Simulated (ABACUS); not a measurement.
**AlN: equation of state with PBEsol**

The system is AlN.

```
Al N
1.0
     0.00000    2.18399    2.18399
     2.18399    0.00000    2.18399
     2.18399    2.18399    0.00000
Al N
1 1
Direct
  0.00000 0.00000 0.00000
  0.25000 0.25000 0.25000
```

Measurements of this composition are mostly on another form, of space group No. 186.

- Program: ABACUS 3.10.1
- Task: equation of state
- Functional: PBEsol
- Potentials or basis: PseudoDojo NC SR 0.4.1 PBEsol standard
- Cutoff: 1143 eV
- Density cutoff: 4572 eV
- Basis: plane waves
- k mesh: 8 × 8 × 8
- Occupations: fermi-dirac, width 0.05 eV
- Spin: no spin polarisation

```json
{"Equilibrium volume": "10.48 Å³/atom", "Bulk modulus": "201 GPa", "Pressure derivative of the bulk modulus": "3.9 (rough: it moves with the points fitted)"}
```

Energy against volume, from the lowest point:
```tsv
volume (Å³/atom)	energy (meV/atom)
9.792	30.35
10.209	3.34
10.626	0.00
11.042	16.12
```

All runs of the series together: 5.2 s on 4 threads of AMD EPYC 9R45 96-Core Processor (Zen 5), on a shared host.
